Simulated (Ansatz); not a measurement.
Input and output for CdSe (begun as wurtzite type, now distorted wurtzite): DFT, PBE, all-electron LAPW, scalar-relativistic (Ansatz 0.2.0). This run: single point at the cell that PAW relaxed from the wurtzite type at 50 GPa.

The cell comes from a relaxation on PAW files under the same functional, begun from a prototype that needn't be the stable phase.

Command: `ansatz run input.yaml --threads 1 --pin off --max-ram 3584MiB --backend cpu --events-out ev --progress --plain --runs-dir out` It took 52 s on 1 thread of Intel(R) Xeon(R) 6975P-C (Granite Rapids) (shared host), peak memory 0.58 GiB.

```yaml
crystal:
  lattice:
    - [2.6935598335, 0.0, 0.0]
    - [-1.3467799167, 2.3326912424, 0.0]
    - [0.0, 0.0, 9.9895283616]
  atoms:
    - { symbol: Cd, position: [0.3333333333, 0.6666666667, 0.0597560144] }
    - { symbol: Cd, position: [0.6666666667, 0.3333333333, 0.5597560144] }
    - { symbol: Se, position: [0.3333333333, 0.6666666667, 0.3162439856] }
    - { symbol: Se, position: [0.6666666667, 0.3333333333, 0.8162439856] }
kpoints:
  mp_grid: { grid: [9, 9, 5] }
scf:
  occupations: { method: fermi_dirac, width: 0.05 }
hamiltonian:
  xc: pbe
  pseudopotentials: { kind: all_electron, lapw: { basis_error: 0.0005 } }
output:
  forces: true
  stress: true
  eigenvalues: true
  populations: true
```

Output:

```
Cd: projections on atomic orbitals take those of the free atom 1s2 2s2 2p6 3s2 3p6 3d10 4s2 4p6 4d10 5s2, of charge +0.00 (hamiltonian.pseudopotentials.projection_atoms)
Se: projections on atomic orbitals take those of the free atom 1s2 2s2 2p6 3s2 3p6 3d10 4s2 4p4, of charge +0.00 (hamiltonian.pseudopotentials.projection_atoms)
LAPW: plane waves up to 9.103 Å⁻¹, error target 5.0e-4 eV per atom; small_component_spin mean_spin; Se in spheres of 1.237 Å, 24 of its electrons in bands, Dirac shells []; Cd in spheres of 1.325 Å, 30 of its electrons in bands, Dirac shells [] (how accurate: hamiltonian.pseudopotentials.lapw.basis_error, Limitations)
Engine: ansatz 0.2.0
Pseudopotentials: kind: all_electron
Pseudopotential: Cd, LAPW, valence charge 30, lapw/all_electron/scalar/gaussian/Cd, Koelling and Harmon's equation, gaussian nucleus
Pseudopotential: Se, LAPW, valence charge 24, lapw/all_electron/scalar/gaussian/Se, Koelling and Harmon's equation, gaussian nucleus
Functional definition: PBE
  parameter kappa = 0.804
  parameter beta = 0.06672455060314922
  exchange = pbe_x(kappa = kappa, mu = beta*pi^2/3)
  correlation = pbe_c(beta = beta)
Crystal: 4 atoms, lattice volume = 62.767 Å³
Basis set: ecut = 315.72237273876715 eV, 785 PW (Γ), exchange–correlation at level 2
Bands: 65, of which v1, the nominal top of the filled ones, is band 54 counted from 1 (53 counted from 0)
Symmetry: 12 space group operations
Space group: P63mc (ITA 186), of the structure as read, at distance tolerance 4.0e-5 Å
k-points: 36 of 405 (time reversal used)
Non-local potential: Cd, projectors of the file, none
Non-local potential: Se, projectors of the file, none
Initial density: superposition of atomic densities (chi_scale 0.1, normalization cell, long waves kept (reshape's long-wave potential 0.11 eV rms))
Initial wavefunctions: plane waves of lowest kinetic energy (no species holds an atomic orbital)
Functional: x = pbe(κ = 0.804, μ = 0.2195149727645171), c = pbe(β = 0.06672455060314922)
iter 1 solved again at ethr=1.24e-3 eV; its pass at ethr=1.00e-1 eV (dr2=1.34e0 eV) is discarded
SCF iter   1: F=—  HF=-436718.882527 eV  |F-HF|=—  |Δ(HF+E_count)|=         —  Δρ=2.55e-2  dr2=1.34e0  ethr=1.24e-3  ⟨swp⟩=2.2  Hψ=14126  notcnv=0
preconditioner: auto → Kerker (q_TF=auto, 2.987 Å⁻¹)  [metal: Δε(μ)=0.051 eV  Ē_g=15.300 eV  σ=0.050 eV  W_gap=0.25  n_scr=38 (ndim 8)  ℏωp=28.1 eV  f_vac=0.000  D(μ)=2.83/eV (n_scr^D=26)]
SCF iter   2: F=—  HF=-436718.466726 eV  |F-HF|=—  |Δ(HF+E_count)|=   4.16e-1  Δρ=1.18e-2  dr2=2.29e-1  ethr=1.24e-3  ⟨swp⟩=2.3  Hψ=6777  notcnv=0
preconditioner: auto → Resta (q_TF=auto, 2.987 Å⁻¹)  ε∞=4.2  [insulator: Δε(μ)=0.121 eV  Ē_g=15.746 eV  σ=0.050 eV  W_gap=0.51  n_scr=38 (ndim 8)  ℏωp=28.1 eV  f_vac=0.000  D(μ)=1.81/eV (n_scr^D=6)  ε∞_Penn≈4.2]
SCF iter   3: F=—  HF=-436718.408779 eV  |F-HF|=—  |Δ(HF+E_count)|=   5.79e-2  Δρ=7.33e-3  dr2=6.23e-2  ethr=2.12e-4  ⟨swp⟩=2.0  Hψ=7063  notcnv=0
iter 4 solved again at ethr=5.21e-6 eV; its pass at ethr=5.77e-5 eV (dr2=5.62e-3 eV) is discarded
SCF iter   4: F=—  HF=-436718.401038 eV  |F-HF|=—  |Δ(HF+E_count)|=         —  Δρ=2.68e-3  dr2=5.63e-3  ethr=5.21e-6  ⟨swp⟩=2.0  Hψ=11800  notcnv=0
the basis was enlarged: its passes take 140.9 KiB over the memory plan, 1 of 1 planned eigensolver slots
SCF iter   5: F=—  HF=-436718.400611 eV  |F-HF|=—  |Δ(HF+E_count)|=   4.27e-4  Δρ=1.06e-3  dr2=2.03e-3  ethr=5.21e-6  ⟨swp⟩=2.0  Hψ=6732  notcnv=0
SCF iter   6: F=—  HF=-436718.400398 eV  |F-HF|=—  |Δ(HF+E_count)|=   2.13e-4  Δρ=3.67e-4  dr2=1.64e-4  ethr=1.88e-6  ⟨swp⟩=2.0  Hψ=6732  notcnv=0
SCF iter   7: F=—  HF=-436718.400395 eV  |F-HF|=—  |Δ(HF+E_count)|=   3.44e-6  Δρ=6.04e-5  dr2=3.54e-6  ethr=1.52e-7  ⟨swp⟩=2.0  Hψ=6732  notcnv=0
SCF iter   8: F=—  HF=-436718.400394 eV  |F-HF|=—  |Δ(HF+E_count)|=   1.41e-6  Δρ=2.17e-5  dr2=2.65e-7  ethr=3.28e-9  ⟨swp⟩=2.0  Hψ=6732  notcnv=0
SCF iter   9: F=—  HF=-436718.400394 eV  |F-HF|=—  |Δ(HF+E_count)|=   2.12e-8  Δρ=8.44e-6  dr2=1.44e-7  ethr=2.45e-10  ⟨swp⟩=2.0  Hψ=6732  notcnv=0
SCF iter  10: F=-436718.400393 eV  HF=-436718.400394 eV  |F-HF|=2.81e-8  |Δ(HF+E_count)|=   1.51e-8  Δρ=3.10e-6  dr2=1.19e-8  ethr=1.33e-10  ⟨swp⟩=2.0  Hψ=6732  notcnv=0
SCF 1 converged in 10 iterations: F = -436718.400393 eV  dr2 = 1.19e-8
SCF converged after 10 iterations
Free energy (F): -436718.400393 eV
Harris-Foulkes:  -436718.400394 eV  (|F-HF|=2.81e-8)
Internal energy: -436718.378787 eV  (E = F + TS)
E sigma→0 (E₀):  -436718.389590 eV
Entropy (-TS):   -0.021607 eV (-5.402 meV/atom)
Fermi energy:    20.514049 eV
--- Per-component energies (eV) ---
  E_band       = -10717.789818
  E_kinetic    = 454391.817930
  E_xc         = -13221.094701
  E_electrostatic = -877889.102015  (all electrons and nuclei)
  E_smearing   = -0.021607  (= −TS)
  E_closure    = 0.000000  (closes the sum)
  E_atoms      = -436713.737228  (free atoms, spherical and without spin; not in F)
  Σ components = -436718.400393   (vs F -436718.400393, Δ=0.00e0)
  Basis errors (estimates in eV, not in F): energy 1.8e-4 per atom: plane waves 1.5e-4 (8.1e-5 summed), levels above the bands 7.5e-95, relativity 1.8e-8, radial functions 2.8e-5, core shells 2.3e-8; eigenvalues (radial functions only) 4.8e-6; not estimated: angular momenta, meshes, grids; target (lapw.basis_error) 5.0e-4; muffin-tin radii Se 1.237 Å, Cd 1.325 Å
--- Forces (eV/Å), atoms counted from 1 ---
  atom   1  Cd    -0.00000000    -0.00000000    -0.00393102
  atom   2  Cd     0.00000000     0.00000000    -0.00393102
  atom   3  Se    -0.00000000    -0.00000000     0.00393308
  atom   4  Se     0.00000000     0.00000000     0.00393308
  max |Σ_I F_I| component: 4.12e-6 eV/Å
--- Stress (GPa, compression-positive) ---
       49.975256      -0.000000      -0.000000
       -0.000000      49.975256      -0.000000
       -0.000000      -0.000000      49.992784
  P = ⅓ Tr σ = 49.9811 GPa (499.811 kbar)
--- Band table (eV; the first three rows and the last of 36) ---
  k-point 0: bands = ["-370.7282", "-370.7282", "-370.7282", "-370.7282", "-370.7206", "-370.7206", "-370.7206", "-370.7206", "-370.7197", "-370.7197", "-188.7871", "-188.7871", "-128.2771", "-128.2771", "-128.2771", "-128.2771", "-128.2180", "-128.2180", "-83.3539", "-83.3539", "-44.3762", "-44.3761", "-44.3388", "-44.3388", "-44.3388", "-44.3388", "-28.5251", "-28.5251", "-28.5251", "-28.5251", "-28.4724", "-28.4722", "-28.4586", "-28.4586", "-28.4586", "-28.4586", "2.3821", "2.6020", "9.0549", "9.0613", "9.8035", "10.2282", "10.2282", "10.2284", "10.2284", "11.3985", "11.3985", "11.4047", "11.4047", "12.5281", "13.7853", "20.3481", "21.2861", "25.0405", "25.0405", "25.1392", "25.1392", "28.3132", "32.2380", "33.0413", "33.7116", "33.7116", "33.7729", "33.7729", "35.0591"]
  k-point 1: bands = ["-370.7282", "-370.7282", "-370.7282", "-370.7282", "-370.7206", "-370.7206", "-370.7206", "-370.7206", "-370.7197", "-370.7197", "-188.7871", "-188.7871", "-128.2771", "-128.2771", "-128.2771", "-128.2771", "-128.2180", "-128.2180", "-83.3539", "-83.3539", "-44.3762", "-44.3761", "-44.3388", "-44.3388", "-44.3388", "-44.3388", "-28.5251", "-28.5251", "-28.5251", "-28.5251", "-28.4724", "-28.4722", "-28.4586", "-28.4586", "-28.4586", "-28.4586", "2.4017", "2.5795", "9.0551", "9.0599", "9.9513", "10.2282", "10.2282", "10.2284", "10.2284", "11.3991", "11.3991", "11.4041", "11.4041", "11.8938", "14.5828", "19.0290", "22.6690", "25.0498", "25.0498", "25.1296", "25.1296", "27.6559", "32.4145", "32.9930", "33.7197", "33.7197", "33.7697", "33.7697", "35.1428"]
  k-point 2: bands = ["-370.7282", "-370.7282", "-370.7282", "-370.7282", "-370.7206", "-370.7206", "-370.7206", "-370.7206", "-370.7197", "-370.7197", "-188.7871", "-188.7871", "-128.2771", "-128.2771", "-128.2771", "-128.2771", "-128.2180", "-128.2180", "-83.3539", "-83.3539", "-44.3761", "-44.3761", "-44.3388", "-44.3388", "-44.3388", "-44.3388", "-28.5251", "-28.5251", "-28.5251", "-28.5251", "-28.4723", "-28.4722", "-28.4586", "-28.4586", "-28.4586", "-28.4586", "2.4544", "2.5222", "9.0559", "9.0575", "10.2282", "10.2282", "10.2283", "10.2283", "10.3796", "11.0500", "11.4006", "11.4006", "11.4025", "11.4025", "15.9204", "17.4248", "24.4503", "25.0742", "25.0742", "25.1047", "25.1047", "26.1879", "32.6720", "32.8639", "33.7390", "33.7390", "33.7583", "33.7583", "35.3121"]
  k-point 35: bands = ["-370.7282", "-370.7282", "-370.7282", "-370.7282", "-370.7206", "-370.7206", "-370.7206", "-370.7206", "-370.7197", "-370.7197", "-188.7870", "-188.7870", "-128.2778", "-128.2778", "-128.2778", "-128.2778", "-128.2179", "-128.2179", "-83.3322", "-83.3322", "-44.4669", "-44.4669", "-44.4667", "-44.4667", "-44.3519", "-44.3519", "-28.5028", "-28.5028", "-28.5027", "-28.5027", "-28.4712", "-28.4712", "-28.4711", "-28.4711", "-28.4457", "-28.4457", "7.9629", "7.9629", "10.1685", "10.2187", "10.3104", "10.3104", "10.3928", "10.3928", "10.4229", "10.4324", "11.1630", "11.1630", "14.2629", "14.2629", "14.2692", "14.4101", "18.0928", "18.0928", "22.3128", "22.6102", "22.6102", "22.8670", "25.1758", "25.1758", "27.7366", "27.9992", "27.9992", "28.8882", "33.7338"]
--- Löwdin populations: 4 sites ---
  site symbol       q [e]
     0     Cd     47.2182
     1     Cd     47.2182
     2     Se     34.2846
     3     Se     34.2846
  spilling = 0.006064 (of n_electrons = 164.000000)
```

populations.tsv:

```
# site	symbol	l	j	q
# orbitals = lowdin
# n_electrons = 164.000000
# spilling = 0.006064
# projection_atom_Cd: 1s2 2s2 2p6 3s2 3p6 3d10 4s2 4p6 4d10 5s2
# projection_atom_Se: 1s2 2s2 2p6 3s2 3p6 3d10 4s2 4p4
0	Cd	0_1S	-	1.999999
0	Cd	0_2S	-	1.999971
0	Cd	0_3S	-	1.999536
0	Cd	0_4S	-	1.992602
0	Cd	0_5S	-	1.276161
0	Cd	1_2P	-	6.000000
0	Cd	1_3P	-	5.999993
0	Cd	1_4P	-	5.999116
0	Cd	2_3D	-	9.999999
0	Cd	2_4D	-	9.950796
1	Cd	0_1S	-	1.999999
1	Cd	0_2S	-	1.999971
1	Cd	0_3S	-	1.999536
1	Cd	0_4S	-	1.992602
1	Cd	0_5S	-	1.276161
1	Cd	1_2P	-	6.000000
1	Cd	1_3P	-	5.999993
1	Cd	1_4P	-	5.999116
1	Cd	2_3D	-	9.999999
1	Cd	2_4D	-	9.950796
2	Se	0_1S	-	1.999999
2	Se	0_2S	-	1.999974
2	Se	0_3S	-	1.999437
2	Se	0_4S	-	1.956167
2	Se	1_2P	-	5.999998
2	Se	1_3P	-	5.999454
2	Se	1_4P	-	4.329741
2	Se	2_3D	-	9.999796
3	Se	0_1S	-	1.999999
3	Se	0_2S	-	1.999974
3	Se	0_3S	-	1.999437
3	Se	0_4S	-	1.956167
3	Se	1_2P	-	5.999998
3	Se	1_3P	-	5.999454
3	Se	1_4P	-	4.329741
3	Se	2_3D	-	9.999796
```

Next run (single point at the cell that PAW relaxed from the NiAs type at 50 GPa), as changes to the input before:

```diff
   lattice:
-    - [2.6935598335, 0.0, 0.0]
-    - [-1.3467799167, 2.3326912424, 0.0]
-    - [0.0, 0.0, 9.9895283616]
+    - [3.5151812037, 0.0, 0.0]
+    - [-1.7575906019, 3.0442362213, 0.0]
+    - [0.0, 0.0, 6.233940904]
   atoms:
-    - { symbol: Cd, position: [0.3333333333, 0.6666666667, 0.0597560144] }
-    - { symbol: Cd, position: [0.6666666667, 0.3333333333, 0.5597560144] }
-    - { symbol: Se, position: [0.3333333333, 0.6666666667, 0.3162439856] }
-    - { symbol: Se, position: [0.6666666667, 0.3333333333, 0.8162439856] }
+    - { symbol: Cd, position: [0.0, 0.0, 0.0] }
+    - { symbol: Cd, position: [0.0, 0.0, 0.5] }
+    - { symbol: Se, position: [0.3333333333, 0.6666666667, 0.25] }
+    - { symbol: Se, position: [0.6666666667, 0.3333333333, 0.75] }
 kpoints:
-  mp_grid: { grid: [9, 9, 5] }
+  mp_grid: { grid: [11, 11, 6] }
 scf:
```

Results part of the output:

```
SCF 1 converged in 10 iterations: F = -436720.818631 eV  dr2 = 1.89e-8
SCF converged after 10 iterations
Free energy (F): -436720.818631 eV
Harris-Foulkes:  -436720.818631 eV  (|F-HF|=6.17e-9)
Internal energy: -436720.816042 eV  (E = F + TS)
E sigma→0 (E₀):  -436720.817336 eV
Entropy (-TS):   -0.002589 eV (-0.647 meV/atom)
Fermi energy:    18.618518 eV
--- Per-component energies (eV) ---
  E_band       = -10838.489422
  E_kinetic    = 454396.643840
  E_xc         = -13223.711717
  E_electrostatic = -877893.748164  (all electrons and nuclei)
  E_smearing   = -0.002589  (= −TS)
[... lines left out ...]
        0.000000       0.000000      50.040517
  P = ⅓ Tr σ = 50.0330 GPa (500.330 kbar)
--- Band table (eV; the first three rows and the last of 64) ---
  k-point 0: bands = ["-371.8707", "-371.8707", "-371.8707", "-371.8707", "-371.8584", "-371.8584", "-371.8555", "-371.8555", "-371.8555", "-371.8555", "-189.5706", "-189.5706", "-129.0718", "-129.0718", "-129.0263", "-129.0263", "-129.0263", "-129.0263", "-84.5819", "-84.5809", "-45.6815", "-45.6707", "-45.6707", "-45.6690", "-45.6690", "-45.6599", "-29.2996", "-29.2990", "-29.2944", "-29.2944", "-29.2931", "-29.2931", "-29.2558", "-29.2558", "-29.2554", "-29.2554", "2.4974", "4.1912", "8.4625", "8.5653", "8.5653", "8.5943", "9.1123", "9.1123", "9.1699", "9.1699", "9.5390", "9.5390", "11.3881", "16.2244", "17.2152", "17.2152", "18.6679", "18.6679", "19.9434", "21.5183", "24.6844", "24.6844", "26.3724", "27.7764", "27.7764", "28.0989", "28.3918", "28.3961", "28.4946"]
  k-point 1: bands = ["-371.8707", "-371.8707", "-371.8707", "-371.8707", "-371.8584", "-371.8584", "-371.8555", "-371.8555", "-371.8555", "-371.8555", "-189.5706", "-189.5706", "-129.0718", "-129.0718", "-129.0263", "-129.0263", "-129.0263", "-129.0263", "-84.5819", "-84.5810", "-45.6801", "-45.6706", "-45.6706", "-45.6691", "-45.6691", "-45.6613", "-29.2996", "-29.2991", "-29.2943", "-29.2943", "-29.2932", "-29.2932", "-29.2558", "-29.2558", "-29.2555", "-29.2555", "2.5800", "4.0235", "8.5779", "8.6028", "8.6028", "8.6297", "9.0798", "9.0798", "9.1880", "9.1880", "9.5030", "9.5030", "11.5337", "15.5360", "17.3218", "17.3218", "18.5805", "18.5805", "20.6509", "21.6562", "24.7471", "24.7471", "25.7043", "26.8927", "26.8927", "27.4141", "28.7039", "29.1414", "29.6027"]
  k-point 2: bands = ["-371.8707", "-371.8707", "-371.8707", "-371.8707", "-371.8584", "-371.8584", "-371.8555", "-371.8555", "-371.8555", "-371.8555", "-189.5706", "-189.5706", "-129.0718", "-129.0718", "-129.0263", "-129.0263", "-129.0263", "-129.0263", "-84.5817", "-84.5812", "-45.6761", "-45.6703", "-45.6703", "-45.6694", "-45.6694", "-45.6653", "-29.2995", "-29.2992", "-29.2941", "-29.2941", "-29.2934", "-29.2934", "-29.2557", "-29.2557", "-29.2555", "-29.2555", "2.8199", "3.6296", "8.7061", "8.7061", "8.7161", "8.7537", "8.9855", "8.9855", "9.2399", "9.2399", "9.4164", "9.4164", "12.0506", "14.2463", "17.6062", "17.6062", "18.3336", "18.3336", "21.8655", "22.0197", "24.9250", "24.9540", "24.9540", "25.9917", "25.9917", "26.2461", "29.2607", "29.5349", "30.6388"]
  k-point 63: bands = ["-371.8707", "-371.8707", "-371.8707", "-371.8707", "-371.8584", "-371.8584", "-371.8555", "-371.8555", "-371.8555", "-371.8555", "-189.5706", "-189.5706", "-129.0718", "-129.0718", "-129.0263", "-129.0263", "-129.0263", "-129.0263", "-84.5811", "-84.5811", "-45.6746", "-45.6746", "-45.6735", "-45.6735", "-45.6700", "-45.6700", "-29.2982", "-29.2982", "-29.2941", "-29.2941", "-29.2940", "-29.2940", "-29.2547", "-29.2547", "-29.2542", "-29.2542", "4.3955", "4.3955", "8.5239", "8.5239", "8.9766", "8.9766", "9.1155", "9.1155", "9.3517", "9.3517", "10.2608", "10.2608", "12.0785", "12.0785", "13.3244", "13.3244", "17.4978", "17.4978", "21.1024", "21.1024", "22.2214", "22.2214", "26.3796", "26.3796", "28.1557", "28.1557", "30.5777", "30.5777", "32.0076"]
--- Löwdin populations: 4 sites ---
  site symbol       q [e]
     0     Cd     46.7076
     1     Cd     46.7076
     2     Se     35.0825
     3     Se     35.0825
  spilling = 0.002560 (of n_electrons = 164.000000)
```
